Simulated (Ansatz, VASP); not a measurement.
**La in VASP and in Ansatz**

File INCAR:

```
PREC = Accurate ; ENCUT = 600
EDIFF = 1E-7 ; ISMEAR = -1
SIGMA = 0.1 ; LREAL = F
LASPH = T ; NELM = 100
ALGO = Normal ; ISIF = 3
LWAVE = F ; LCHARG = F
GGA = PS ; IBRION = 2
NSW = 80 ; EDIFFG = -0.01
```

Contents of KPOINTS:

```
regular mesh
0
Gamma
  8 8 8
```

POSCAR

```
La
1.0
    0.0000000000      3.6965376151      3.6965376151
    3.6965376151      0.0000000000      3.6965376151
    3.6965376151      3.6965376151      0.0000000000
La
2
Direct
    0.1250000000      0.1250000000      0.1250000000
    0.8750000000      0.8750000000      0.8750000000
```

Input for Ansatz:

```yaml
crystal:
  lattice:
    - [0.0, 3.6965376151, 3.6965376151]
    - [3.6965376151, 0.0, 3.6965376151]
    - [3.6965376151, 3.6965376151, 0.0]
  atoms:
    - { symbol: La, position: [0.125, 0.125, 0.125] }
    - { symbol: La, position: [0.875, 0.875, 0.875] }
hamiltonian:
  xc: pbesol
  pseudopotentials:
    kind: paw
    azcp:
      La: "pseudopotentials/La.paw.azcp"
basis:
  ecutwfc: 420
  fft_grid_basis: typed
kpoints:
  mp_grid: { grid: [8, 8, 8], shift: [0, 0, 0] }
magnetization:
  spin_polarized: false
scf:
  occupations: { method: fermi_dirac, width: 0.1 }
relax:
  max_steps: 60
  f_tol: 0.01
  cell: {}
```

The cell was built by a generator and needn't be a form met in nature.

Alike in both runs: task relaxation of cell and atoms; functional PBEsol; k mesh 8 × 8 × 8; occupations fermi-dirac, width 0.1 eV; no spin polarisation.

```csv
,VASP,Ansatz
version,VASP 6.6.1,Ansatz 0.2.0
potentials or method,"VASP PAW PBE potentials, release 64 (La)","plane waves (420 eV) with PAW, scalar-relativistic"
plane-wave cutoff (eV),600,420
valence electrons in the cell,22,22
```

```csv
,VASP,Ansatz,Ansatz less VASP
relaxed volume (Å³/atom),35.41,35.41,0.000
relaxed cell length with the largest relative difference (Å),4.644,4.644,0.0000
energy change over the relaxation (meV/atom),-427,-427,+0.8
```

Ansatz warned: «pseudo_functional_mismatch».

Caveats: the volume moved by over 15 % at a fixed basis, so the end points are rough (VASP); the PAW data sets were made with another functional, which shifts forces and pressure a little (VASP). The runs have no spin-orbit coupling, so splittings on La are missing.
